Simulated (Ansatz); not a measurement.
Reaction (ligand exchange at a B–C bond): `OB(O)C1=CCC=C1` + `FC(F)(F)[SeH]` → `OB(O)[Se]C(F)(F)F` + `C1=CCC=C1`

Calculated with Ansatz (gas phase, PBE0-D4/def2-TZVP geometries, no zero-point term in ΔE). CBS: MP2 limit from def2 TZ/QZ plus the TZ coupled-cluster correction, frozen cores. DFT in def2-TZVPP. B3LYP here is the variant with VWN-RPA as its local correlation; programs differ in this. For Se outer-core shells are correlated without core-valence functions, which leaves a few kJ/mol of doubt a bond. Scalar relativity is left out up to krypton. One conformer a species, not always the lowest.

Question: Is it downhill or uphill in electronic energy at CCSD(T)/CBS, and by how much? (An estimate is asked.)

Answer: Ansatz gave: Downhill: ΔE = -36.5 kJ/mol.

Question: What do these levels give: PBE-D4, PBE0-D4, B2PLYP, PBE0, B3LYP, HF/def2-TZVPP, MP2/def2-TZVPP, SCS-MP2/def2-TZVPP, CCSD/def2-TZVPP, HF/def2-QZVPP, HF/CBS(def2), CCSD/CBS(def2)? (An estimate is asked.)

Answer: The calculation gave: PBE-D4 -37.5, PBE0-D4 -36.8, B2PLYP -35.5, PBE0 -36.4, B3LYP -33.6, HF/def2-TZVPP -30.4, MP2/def2-TZVPP -38.8, SCS-MP2/def2-TZVPP -35.8, CCSD/def2-TZVPP -34.2, HF/def2-QZVPP -29.6, HF/CBS(def2) -29.5, CCSD/CBS(def2) -35.2 kJ/mol.

Largest T1 diagnostic among the species: 0.012.

In def2-TZVPP, CCSD(T) changes the Hartree–Fock value by −5.1 kJ/mol (the triples alone add −1.3 kJ/mol) and MP2 by −8.4 kJ/mol.
